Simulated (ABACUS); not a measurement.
**Bi in ABACUS: the effect of target pressure**

Crystal: Bi.

```xyz
2
Lattice="3.4886 -3.1326 0.0000 3.4886 3.1326 0.0000 -1.2602 0.0000 3.1136" Properties=species:S:1:pos:R:3 pbc="T T T"
Bi    4.1738    0.0000    2.6695
Bi    1.5432    0.0000    0.4440
```

This isn't the form of Bi at room conditions, which is rhombohedral.

Alike in all runs:

| Item | Value |
| --- | --- |
| Program | ABACUS 3.10.1 |
| Task | relaxation of cell and atoms |
| Functional | PBE |
| Potentials or basis | PseudoDojo NC SR 0.4.1 PBE standard |
| Cutoff | 898 eV |
| Density cutoff | 3592 eV |
| Basis | plane waves |
| k mesh | 4 × 4 × 6 |
| Occupations | fermi-dirac, width 0.05 eV |
| Spin | no spin polarisation |

Each run relaxes the cell or the atoms first.

Question: One run gave: relaxed volume 29.39 Å³/atom. Which target pressure did it use?
A. 10 GPa
B. 5 GPa
C. 0 GPa
D. 20 GPa

Answer: A.

```tsv
target pressure	relaxed volume (Å³/atom)
0 GPa	34.34
5 GPa	31.25
10 GPa	29.39
20 GPa	26.85
```

Caveats: the volume moved by over 15 % at a fixed basis, so the end points are rough (some runs).
